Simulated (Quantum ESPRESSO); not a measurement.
## TiO2 in Quantum ESPRESSO: convergence with k mesh

The system is TiO2.

```
Ti O
1.0
     6.15358   -1.88347    0.00000
     6.15358    1.88347    0.00000
    -1.92833    0.00000    6.32897
Ti O
4 8
Direct
  0.90007 0.90007 0.28960
  0.19529 0.19529 0.28376
  0.09993 0.09993 0.71040
  0.80471 0.80471 0.71624
  0.36193 0.36193 0.29340
  0.26349 0.26349 0.65250
  0.86719 0.86719 0.99529
  0.73651 0.73651 0.34750
  0.94165 0.94165 0.63002
  0.13281 0.13281 0.00471
  0.63807 0.63807 0.70660
  0.05835 0.05835 0.36998
```

The cell comes from a database or a generator and needn't be the stable form of this composition.

| Property | Result |
| --- | --- |
| Program | Quantum ESPRESSO 7.5 |
| Task | single point |
| Functional | PBE |
| Potentials or basis | JTH 2.0 PBE |
| Cutoff | 490 eV |
| Density cutoff | 2939 eV |
| k mesh | 1 × 1 × 1 |
| Occupations | methfessel-paxton, width 0.1 eV |
| Spin | no spin polarisation |

These are the settings of the first run; the series varies k mesh, with any setting tied to it.

Hardware: 1 thread of Arm Neoverse V1 (shared host).

```tsv
k mesh	energy less the tightest run, at zero smearing (meV/atom)	largest force (eV/Å)	gap on the mesh (eV)	SCF cycles	CPU time (s)	peak memory (GiB)
1 × 1 × 1	437.30	6.657	2.659	19	47	0.26
2 × 2 × 1	-34.43	0.765	2.902	17	64	0.27
3 × 3 × 2	-1.74	0.157	2.751	17	110	0.28
4 × 4 × 2	0.85	0.194	2.738	17	180	0.3
5 × 5 × 2	0.81	0.192	2.736	18	230	0.31
6 × 6 × 3	0.00	0.196	2.763	18	400	0.37
```

Against the tightest run, the energy stays within 1 meV/atom from 4 × 4 × 2 on; the largest force stays within 0.005 eV/Å from 4 × 4 × 2 on. Not settled before the last step: the gap on the mesh (to 0.01 eV). Meshes of other sizes hit other points, so gaps and Fermi surfaces needn't settle smoothly. The tightest run that finished is the yardstick and may itself not be fully converged.

Caveat, for the tightest run too: this smearing can shift energies of a crystal with a gap; an odd mesh through Γ misses points on the zone boundary, where band edges often lie.
